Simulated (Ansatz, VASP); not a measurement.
# Au in VASP and in Ansatz

File INCAR:

```
SYSTEM = Au
ALGO = Normal
EDIFF = 1E-6
ENCUT = 520
ISIF = 2
ISMEAR = -1
LASPH = .True.
LCHARG = .False.
LREAL = .False.
LWAVE = .False.
NBANDS = 12
NELM = 80
PREC = Accurate
SIGMA = 0.06
```

File KPOINTS:

```
k-points
0
Gamma
  12 12 12
  0 0 0
```

The input POSCAR:

```
Au
1.0
    0.0000000000      2.0152475000      2.0152475000
    2.0152475000      0.0000000000      2.0152475000
    2.0152475000      2.0152475000      0.0000000000
Au
1
Direct
    0.0000000000      0.0000000000      0.0000000000
```

Input for Ansatz:

```yaml
crystal:
  atoms:
  - position: [0.0, 0.0, 0.0]
    symbol: Au
  lattice:
  - [0.0, 2.0152475, 2.0152475]
  - [2.0152475, 0.0, 2.0152475]
  - [2.0152475, 2.0152475, 0.0]
hamiltonian:
  dispersion: none
  pseudopotentials:
    dirac_shells:
      Au: [2p, 3d, 3p, 4d, 4p]
    kind: all_electron
    lapw: {}
    relativity: scalar
  xc: lda
kpoints:
  mp_grid:
    grid: [12, 12, 12]
    shift: [0, 0, 0]
magnetization: {spin_polarized: false}
output: {forces: true, stress: true}
scf:
  occupations: {method: fermi_dirac, width: 0.06}
```

Alike in both runs: task single point; functional LDA; k mesh 12 × 12 × 12; occupations fermi-dirac, width 0.06 eV; no spin polarisation.

|  | VASP | Ansatz |
| --- | --- | --- |
| version | VASP 6.6.1 | Ansatz 0.2 development build |
| potentials or method | VASP PAW LDA potentials, release 64 (Au) | all-electron full-potential LAPW, scalar-relativistic |
| plane-wave cutoff (eV) | 520 | see its input |

|  | VASP | Ansatz | Ansatz less VASP |
| --- | --- | --- | --- |
| pressure (GPa) | 3.1 | 2.7 | -0.40 |

Ansatz ran all-electron here, so the differences hold the error of VASP's frozen core and of both bases.

The runs have no spin-orbit coupling, so splittings on Au are missing.
